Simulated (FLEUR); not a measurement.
# Hf (P6_3/mmc) in FLEUR: notebook, part 4 of 4

FLEUR MaX-R8.1 (patched build s14). The steps go on from the part before.

### Step 17. Equation of state, PBE

No new run: the results of the series are fitted here.

Results:

```yaml
Equilibrium_volume: 22.50 Å³/atom
Bulk_modulus_at_fixed_shape_and_positions: 107 GPa
Pressure_derivative_of_the_bulk_modulus: 3.7
```

Energy against volume, from the lowest point:
```
volume (Å³/atom)  energy (meV/atom)
          21.037              35.03
          21.485              16.29
          21.933               4.87
          22.380               0.00
          22.828               1.38
          23.276               8.25
          23.723              20.10
```

Caveat: the cell was scaled at fixed shape and fractional positions, which overstates the stiffness of a crystal with free parameters, most of all of layers and chains.
